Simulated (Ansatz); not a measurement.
In doubt: masses and optical values from hybrid runs of this build are listed as unsure (in some of the runs), which bears on the screening that GW takes from such a start.

The crystal is SiC (F-43m).

It takes space group F-43m (No. 216, cubic). The conventional cell has a = 4.358 Å, b = 4.358 Å, c = 4.358 Å, α = 90.00°, β = 90.00°, γ = 90.00°. Nearest to Si lie 4 C at 1.89 Å. C has 4 Si at 1.89 Å nearest. Farther neighbours are not listed.

```yaml
crystal:
  lattice:
    - [0.00000, 2.17900, 2.17900]
    - [2.17900, 0.00000, 2.17900]
    - [2.17900, 2.17900, 0.00000]
  atoms:
    - { symbol: Si, position: [0.00000, 0.00000, 0.00000] }
    - { symbol: C, position: [0.25000, 0.25000, 0.25000] }
```

The cell and positions come from the Crystallography Open Database and are kept as given unless a step says otherwise. PAW set soft_2, made with PBE.

Gaps computed with Ansatz 0.2.0 without a self-energy: HSE06 2.23 eV, PBE0 2.95 eV and LDA 1.32 eV.

**Question.** Estimate the G0W0@HSE06 gap with 6×6×6 mesh, 61 empty bands, screening to 120 eV, default PAW files.

About 2.48 eV: on its mesh the run moves the gap from 2.23 eV by +0.26 eV. Among the scalar-relativistic levels given, HSE06 is nearest (−0.25 eV). Bands and cutoff are finite, so the gap is not at the basis limit. The miss can reach some tenths of an eV and take either sign; the mesh is an error of its own.

[Paths, hosts, dates, memory and timing lines, banners, echoed tables and standing remarks are left out of the program output.]

[Logs are printed without paths, hosts, clocks, repeated set-up lines and the standing remarks that a program may print on its own settings, such as how far it seeks lower states.]

[Runs of the session that timed out or met a known fault of the program may be left out.]

[Cells called generated may have been cut or substituted from an entry of the Crystallography Open Database or the Materials Project.]

[Hosts, paths, dates, database ids (printed as entryN), source tags and the programs' standing remarks are cut or masked in the printed files.]
